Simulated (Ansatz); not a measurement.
Method: DFT PBE, scalar-relativistic, plane waves, PAW (Ansatz 0.2.0). All cells share a 420 eV cutoff and Γ-centred k meshes spaced at most about 0.3 Å⁻¹ (about 0.25 or finer for metals, 2π included). No spin polarisation.

These are static total energies at zero pressure.

Task: Which of these relaxed structures of Cd₅O₂ is the lowest in energy?
A.

Space group R-3m:H (No. 166). a = 3.350 Å, b = 3.350 Å, c = 38.414 Å, α = 90.00°, β = 90.00°, γ = 120.00°
```csv
atom,site,symmetry,x,y,z
Cd,6c,3m,0.3333,0.6667,0.2716
Cd,6c,3m,0.0000,0.0000,0.1972
Cd,3a,-3m,0.0000,0.0000,0.0000
O,6c,3m,0.6667,0.3333,0.2348
```

B.

Space group P-3m1 (No. 164). a = 3.357 Å, b = 3.357 Å, c = 12.757 Å, α = 90.00°, β = 90.00°, γ = 120.00°
```
atom  site  symmetry       x       y       z
  Cd    1a      -3m. 0.0000  0.0000  0.0000
  Cd    2d       3m. 0.3333  0.6667  0.2198
  Cd    2d       3m. 0.6667  0.3333  0.4071
   O    2d       3m. 0.3333  0.6667  0.8910
```

C.

Space group R-3m:H (No. 166). a = 3.796 Å, b = 3.796 Å, c = 34.848 Å, α = 90.00°, β = 90.00°, γ = 120.00°
```json
{"atom": "Cd", "site": "6c", "symmetry": "3m", "x": "0.3333", "y": "0.6667", "z": "0.2729"}
{"atom": "Cd", "site": "6c", "symmetry": "3m", "x": "0.0000", "y": "0.0000", "z": "0.1307"}
{"atom": "Cd", "site": "3a", "symmetry": "-3m", "x": "0.0000", "y": "0.0000", "z": "0.0000"}
{"atom": "O", "site": "6c", "symmetry": "3m", "x": "0.0000", "y": "0.0000", "z": "0.2007"}
```

Result: B. The next of these, A, lies 34 meV/atom higher. Counting Cd atoms around O (those within 1.25 times the shortest such distance or 1.15 times the sum of covalent radii, 1.27 where that leaves under three; a plus sign parts nearer from farther groups): B has O 6; A has O 6; C has O 3+1. All come from invented guesses.

Cells relaxed within their symmetry can be saddle points. Some types were kept out of the candidates beforehand, so the set may lack a known form.
